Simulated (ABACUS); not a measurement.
# Bi (Im-3m) in ABACUS: reference runs

How does Bi come out in PBE? The cell is run as given and disturbed.

Everything below comes from runs of ABACUS 3.10.1. Logs are shortened: lines on timing, memory, paths and dates and some standing lists are left out, and cuts for length are marked.

## 1. The crystal as given

It takes space group Im-3m (No. 229, cubic). The conventional cell has a = 3.963 Å, b = 3.963 Å, c = 3.963 Å, α = 90.00°, β = 90.00°, γ = 90.00°. Bi (site symmetry m-3m) has 8 Bi at 3.43 Å as nearest neighbours.

This isn't the form of Bi at room conditions, which is rhombohedral.

## 2. Single point, PBE

Contents of INPUT:

```
INPUT_PARAMETERS
suffix              Bi
calculation         scf
basis_type          pw
pseudo_dir          ./
symmetry            1
dft_functional      pbe
ecutwfc             66
pseudo_rcut         10
nspin               1
nbands              12
ks_solver           dav
smearing_method     fd
smearing_sigma      0.00367493
scf_thr             1e-08
scf_nmax            100
mixing_type         broyden
mixing_beta         0.7
cal_force           1
cal_stress          1
out_chg             1
out_pot             2
out_elf             1
```

Contents of STRU:

```
ATOMIC_SPECIES
Bi 208.9804 Bi.upf

LATTICE_CONSTANT
1.8897261246

LATTICE_VECTORS
-1.9814305318 1.9814305318 1.9814305318
1.9814305318 -1.9814305318 1.9814305318
1.9814305318 1.9814305318 -1.9814305318

ATOMIC_POSITIONS
Direct

Bi
0.0
1
0.0000000000 0.0000000000 0.0000000000 1 1 1
```

Contents of KPT:

```
K_POINTS
0
Gamma
9 9 9 0 0 0
```

Potentials or basis: PseudoDojo NC SR 0.4.1 PBE standard, plane waves.

Launch:

```bash
$ OMP_NUM_THREADS=1 mpirun -np 4 abacus > log
```

running log:

```text
ABACUS v3.10.1

               Atomic-orbital Based Ab-initio Computation at UStc

 ------------------------------------------------------------------------------------

 READING GENERAL INFORMATION
                           global_out_dir = OUT.Bi/
                           global_in_card = INPUT
                               pseudo_dir = ./
                              orbital_dir =
                                    DSIZE = 4
                                    GSIZE = 1

 READING UNITCELL INFORMATION
                                    ntype = 1
                  lattice constant (Bohr) = 1.88973
              lattice constant (Angstrom) = 1

 READING ATOM TYPE 1
                               atom label = Bi
                      L=0, number of zeta = 1
                      L=1, number of zeta = 1
                      L=2, number of zeta = 1
             number of atom for this type = 1

                        TOTAL ATOM NUMBER = 1
DIRECT COORDINATES
    atom                   x                   y                   z     mag                  vx                  vy                  vz
taud_Bi1            0.0000000000        0.0000000000        0.0000000000  0.0000        0.0000000000        0.0000000000        0.0000000000

                          Volume (Bohr^3) = 209.987
                             Volume (A^3) = 31.1169

 Lattice vectors: (Cartesian coordinate: in unit of a_0)
             -1.98143            +1.98143            +1.98143
             +1.98143            -1.98143            +1.98143
             +1.98143            +1.98143            -1.98143
 Reciprocal vectors: (Cartesian coordinate: in unit of 2 pi/a_0)
                   +0           +0.252343           +0.252343
            +0.252343                  +0           +0.252343
            +0.252343           +0.252343                  +0
 The esolver type has been set to : ksdft_pw

                PAO radial cut off (Bohr) = 10

 Read in pseudopotential file is Bi.upf
                     pseudopotential type = NC
          exchange-correlation functional = PBE
                 nonlocal core correction = 1
                        valence electrons = 15
                                     lmax = 2
                           number of zeta = 3
                     number of projectors = 6
                           L of projector = 0
                           L of projector = 0
                           L of projector = 1
                           L of projector = 1
                           L of projector = 2
                           L of projector = 2
     initial pseudo atomic orbital number = 9

 SETUP THE ELECTRONS NUMBER
            electron number of element Bi = 15
      total electron number of element Bi = 15
            AUTOSET number of electrons:  = 15
                           occupied bands = 8
                                   NBANDS = 12
                                   NLOCAL = 9

%%%%%%%%%%%%%%%%%%%%%%%%%%%%%%%%%%%%%%%%%%%%%%%%%%%%%%%%%%%%%%%%%%%%%%%%%%%%%%%%%%%%%%%%%%%%%%%%%%%%%%%%%%
 Warning: the number of valence electrons in pseudopotential > 5 for Bi: [Xe] 4f14 5d10 6s2 6p3
 Pseudopotentials with additional electrons can yield (more) accurate outcomes, but may be less efficient.
 If you're confident that your chosen pseudopotential is appropriate, you can safely ignore this warning.
%%%%%%%%%%%%%%%%%%%%%%%%%%%%%%%%%%%%%%%%%%%%%%%%%%%%%%%%%%%%%%%%%%%%%%%%%%%%%%%%%%%%%%%%%%%%%%%%%%%%%%%%%%

 SETUP THE PLANE WAVE BASIS
 energy cutoff for charge/potential (unit:Ry) = 264
            fft grid for charge/potential = [ 36, 36, 36 ]
                        fft grid division = [ 1, 1, 1 ]
        big fft grid for charge/potential = [ 36, 36, 36 ]
                                     nbxx = 11664
                                     nrxx = 11664

 SETUP PLANE WAVES FOR CHARGE/POTENTIAL
                    number of plane waves = 15299
                         number of sticks = 841

 PARALLEL PW FOR CHARGE/POTENTIAL
     PROC   COLUMNS(POT)             PW
        1            210           3825
        2            211           3825
        3            210           3824
        4            210           3825
 --------------- sum -------------------
        4            841          15299
                            number of |g| = 172
                                  max |g| = 23.8152
                                  min |g| = 0.127354

----------- Double Check Mixing Parameters Begin ------------
mixing_type: broyden
mixing_beta: 0.7
mixing_gg0: 1
mixing_gg0_min: 0.1
mixing_ndim: 8
----------- Double Check Mixing Parameters End ------------

 LATTICE VECTORS: (CARTESIAN COORDINATE: IN UNIT OF A0)
             -1.98143            +1.98143            +1.98143
             +1.98143            -1.98143            +1.98143
             +1.98143            +1.98143            -1.98143
                       right hand lattice = 1
                                   NORM_A = 3.43194
                                   NORM_B = 3.43194
[... 31 lines left out ...]
(for k-lattice: )
                             BRAVAIS TYPE = 3
                     BRAVAIS LATTICE NAME = 03. Cubic F (face-centered)
                                    ibrav = 3
                       right hand lattice = 1
                        ROTATION MATRICES = 48
                               nkstot_ibz = 35
K-POINTS REDUCTION ACCORDING TO SYMMETRY
     IBZ    DIRECT_X    DIRECT_Y    DIRECT_Z  WEIGHT  ibz2bz
       1  0.00000000  0.00000000  0.00000000  0.0014       0
       2 -0.11111111  0.11111111  0.00000000  0.0165       1
       3 -0.22222222  0.22222222  0.00000000  0.0165       2
       4 -0.33333333  0.33333333  0.00000000  0.0165       3
       5 -0.44444444  0.44444444  0.00000000  0.0165       4
       6 -0.22222222  0.11111111  0.11111111  0.0329      10
[... 22 lines left out ...]
      29 -0.44444444  0.44444444  0.22222222  0.0329     203
      30 -0.44444444  0.33333333  0.33333333  0.0329     204
[... 5 further k points ...]

                               nkstot now = 35
[... K-POINTS DIRECT COORDINATES: 35 rows ...]

           k-point number in this process = 35
       minimum distributed K point number = 35
[... stars of the k points ...]

[... K-POINTS CARTESIAN COORDINATES: 35 rows ...]

[... K-POINTS DIRECT COORDINATES: 35 rows ...]

 SETUP PLANE WAVES FOR WAVE FUNCTIONS
     energy cutoff for wavefunc (unit:Ry) = 66
              fft grid for wave functions = [ 36, 36, 36 ]
                    number of plane waves = 2899
                         number of sticks = 277

 PARALLEL PW FOR WAVE FUNCTIONS
     PROC   COLUMNS(POT)             PW
        1             70            726
        2             69            724
        3             69            724
        4             69            725
 --------------- sum -------------------
        4            277           2899

 SETUP NONLOCAL PSEUDOPOTENTIALS IN PLANE WAVE BASIS
 Bi non-local projectors:
 projector 1 L=0
 projector 2 L=0
 projector 3 L=1
 projector 4 L=1
 projector 5 L=2
 projector 6 L=2
      TOTAL NUMBER OF NONLOCAL PROJECTORS = 18

 Init Non-Local PseudoPotential table :
 Init Non-Local-Pseudopotential done.

                                     npwx = 493

 Make real space PAO into reciprocal space.
       max mesh points in Pseudopotential = 1001
     dq(describe PAO in reciprocal space) = 0.01
                                    max q = 979

 number of pseudo atomic orbitals for Bi is 3
WARNING: norm of atomic wavefunction # 3 of atomic type Bi is 0.999859, renormalized

 -------------------------------------------
 SELF-CONSISTENT
 -------------------------------------------
                                 init_chg = atomic

 PW ALGORITHM --------------- ION=   1  ELEC=   1--------------------------------
 Notice: Threshold on eigenvalues was too large.
 hsover_error=0.15 > DRHO=0.00184729
 Origin diag ethr = 0.01
 New diag ethr = 1.23153e-05

 Density error is 0.00175084143744
                          Error Threshold = 1.23152655528e-05
----------------------------------------------------------
     Energy           Rydberg                 eV
----------------------------------------------------------
 E_KohnSham     -164.0938820901      -2232.6118033655
 E_Harris       -164.4097699477      -2236.9096781574
 E_Fermi        0.8826692473         12.0093312132
----------------------------------------------------------
[... 39 lines left out ...]
 Density error is 5.91824073762e-10
                          Error Threshold = 1.96825042714e-10
----------------------------------------------------------
     Energy           Rydberg                 eV
----------------------------------------------------------
 E_KohnSham     -164.0941110398      -2232.6149183855
 E_KS(sigma->0) -164.0939589440      -2232.6128490158
 E_Harris       -164.0940656237      -2232.6143004687
 E_band         -5.8485501172        -79.5736066329
 E_one_elec     -42.0506767035       -572.1288079230
 E_Hartree      30.6189741589        416.5925154761
 E_xc           -43.3206816407       -589.4081115581
 E_Ewald        -109.3414226628      -1487.6663756411
 E_entropy(-TS) -0.0003041916        -0.0041387394
 E_descf        0.0000000000         0.0000000000
 E_exx          0.0000000000         0.0000000000
 E_Fermi        0.8775682065         11.9399279920
----------------------------------------------------------

 charge density convergence is achieved
 final etot is -2232.6149184 eV
 EFERMI = 11.939927992 eV
The vacuum level is 12.89924352 eV

 STATE ENERGY(eV) AND OCCUPATIONS    NSPIN == 1
 1/35 kpoint (Cartesian) = 0.0000 0.0000 0.0000 (464 pws)
       1       -11.1189     0.00274348
       2       -11.1189     0.00274348
       3       -11.1189     0.00274348
       4       -10.9913     0.00274348
       5       -10.9913     0.00274348
       6       -1.60290     0.00274348
       7        17.0354    1.51254e-47
       8        17.0354    1.51254e-47
       9        17.0354    1.51254e-47
      10        21.0347    2.76733e-82
      11        22.7707        0.00000
      12        22.7707        0.00000
[... 57 lines left out ...]
 6/35 kpoint (Cartesian) = 0.056076 -0.028038 -0.028038 (468 pws)
       1       -11.1239      0.0658436
       2       -11.1072      0.0658436
       3       -11.0512      0.0658436
       4       -11.0048      0.0658436
       5       -10.9939      0.0658436
       6      -0.937364      0.0658436
       7        12.9371    1.43712e-10
       8        15.2154    2.33605e-30
       9        16.1520    1.70965e-38
      10        20.5642    8.10403e-77
      11        20.8296    4.01742e-79
      12        22.6764        0.00000

[... levels at 29 further k points ...]

------------------------------------------------------------------------------------------
 TOTAL-FORCE (eV/Angstrom)
------------------------------------------------------------------------------------------
                       Bi1         0.0000000000         0.0000000000         0.0000000000
------------------------------------------------------------------------------------------

----------------------------------------------------------------
 TOTAL-STRESS (KBAR)
----------------------------------------------------------------
         8.7113865274        -0.0000000000        -0.0000000000
        -0.0000000000         8.7113865274         0.0000000000
         0.0000000000         0.0000000000         8.7113865274
----------------------------------------------------------------
 TOTAL-PRESSURE: 8.711387 KBAR

 --------------------------------------------
 !FINAL_ETOT_IS -2232.6149183855045521 eV
 --------------------------------------------
```

Run time: 4.1 s. Hardware: 4 MPI ranks of Intel Xeon Platinum 8488C (Sapphire Rapids), shared host; peak memory 0.2 GiB.

Results:

| Quantity | Value |
| --- | --- |
| Free energy | -2232.6149 eV |
| Pressure | 0.9 GPa |
| Band gap on the k mesh | none (metal or under the smearing width) |

Caveat: spin-orbit coupling is left out, which moves the levels of the heavy elements.

## 3. Single point, PBE (cell strained at random at fixed volume)

INPUT, as its differences from that of step 2:

```diff
@@ -20,4 +20,2 @@
 cal_stress          1
-out_chg             1
-out_pot             2
-out_elf             1
+kpar                4
```

Contents of STRU:

```
ATOMIC_SPECIES
Bi 208.9804 Bi.upf

LATTICE_CONSTANT
1.8897261246

LATTICE_VECTORS
-2.0510920000 1.9322640000 1.9637210000
2.0091320000 -1.9541400000 1.9436370000
2.0699580000 1.9730060000 -1.9855970000

ATOMIC_POSITIONS
Direct

Bi
0.0
1
-0.0137770000 -0.0173050000 -0.0196660000 1 1 1
```

KPT is that of step 2.

Potentials or basis: PseudoDojo NC SR 0.4.1 PBE standard, plane waves.

Launch:

```bash
$ OMP_NUM_THREADS=1 mpirun -np 4 abacus > log
```

running log:

```text
ABACUS v3.10.1

               Atomic-orbital Based Ab-initio Computation at UStc

 ------------------------------------------------------------------------------------

 READING GENERAL INFORMATION
                           global_out_dir = OUT.Bi/
                           global_in_card = INPUT
                               pseudo_dir = ./
                              orbital_dir =
                                    DSIZE = 4
                                    GSIZE = 1

 READING UNITCELL INFORMATION
                                    ntype = 1
                  lattice constant (Bohr) = 1.88973
              lattice constant (Angstrom) = 1

 READING ATOM TYPE 1
                               atom label = Bi
                      L=0, number of zeta = 1
                      L=1, number of zeta = 1
[... 374 lines left out ...]
       1       -11.1232     0.00548697
       2       -11.1080     0.00548697
       3       -11.0998     0.00548697
       4       -11.0047     0.00548697
       5       -10.9913     0.00548697
       6       -1.37838     0.00548697
       7        15.1441    1.36150e-30
       8        16.3910    2.01355e-41
       9        16.7336    2.12682e-44
      10        20.8169    7.25802e-80
      11        21.8608    6.22034e-89
      12        22.2593        0.00000

[... levels at 86 further k points ...]

------------------------------------------------------------------------------------------
 TOTAL-FORCE (eV/Angstrom)
------------------------------------------------------------------------------------------
                       Bi1         0.0000000000         0.0000000000         0.0000000000
------------------------------------------------------------------------------------------

----------------------------------------------------------------
 TOTAL-STRESS (KBAR)
----------------------------------------------------------------
         2.0650293595        -1.2550230479         4.4433111755
        -1.2550230479        12.7415042584         1.1046391269
         4.4433111755         1.1046391269        12.5521248517
----------------------------------------------------------------
 TOTAL-PRESSURE: 9.119553 KBAR

 --------------------------------------------
 !FINAL_ETOT_IS -2232.6092308910992870 eV
 --------------------------------------------
```

It took 27 s on 4 MPI ranks of Intel Xeon Platinum 8488C (Sapphire Rapids), shared host; peak memory 0.4 GiB.

What came out:

```yaml
Free_energy: -2232.6092 eV
Pressure: 0.9 GPa
Band_gap_on_the_k_mesh: none (metal or under the smearing width)
```

Levels at points of the mesh, in eV from the Fermi level:
| k point | band 6 | band 7 | band 8 | band 9 |
| --- | --- | --- | --- | --- |
| (0.00, 0.00, 0.00) | -13.57 | 4.81 | 5.14 | 5.22 |

Caveat: spin-orbit coupling is left out, which moves the levels of the heavy elements.
